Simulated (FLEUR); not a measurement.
P under changes of volume

One of the cells (20.458 Å³/atom); the others are scaled copies at fixed shape and fractional positions:

```xyz
4
Lattice="1.6477 -5.4650 0.0000 1.6477 5.4650 0.0000 0.0000 0.0000 4.5436" Properties=species:S:1:pos:R:3 pbc="T T T"
P     1.6477   -4.4173    2.6754
P     1.6477    4.4173    1.8683
P     1.6477   -1.0477    0.4035
P     1.6477    1.0477    4.1401
```

```yaml
Program: FLEUR MaX-R8.1 (later development tree)
Functional: PBEsol
Potentials_or_basis: all-electron
Basis: FLAPW
Kmax: 5.24 1/bohr
k_mesh: 8 × 8 × 6
Occupations: fermi-dirac, width 0.05 eV
Spin: no spin polarisation
```

| volume (Å³/atom) | energy over the lowest point (meV/atom) | gap on the mesh (eV) |
| --- | --- | --- |
| 19.230 | ? | ? |
| 19.639 | 5.23 | 0.04 |
| 20.458 | 0.00 | 0.01 |
| 21.276 | 9.94 | 0.08 |
| 21.685 | 19.65 | 0.12 |

**Question.** What does the run at 19.230 Å³/atom give?

**Answer.** Energy over the lowest point 14.65 meV/atom; gap on the mesh 0.05 eV.

Worked out: A Birch-Murnaghan fit of order 2 (a polynomial in V^(-2/3)) to the other rows has its minimum at 20.31 Å³/atom with B0 = V·E''(V) = 76 GPa at fixed shape and positions, which overstates the stiffness. It gives 14.53 meV/atom at 19.230 Å³/atom, against the run's 14.65.

Energies are extrapolated to zero smearing.

A mesh can miss the band edges.
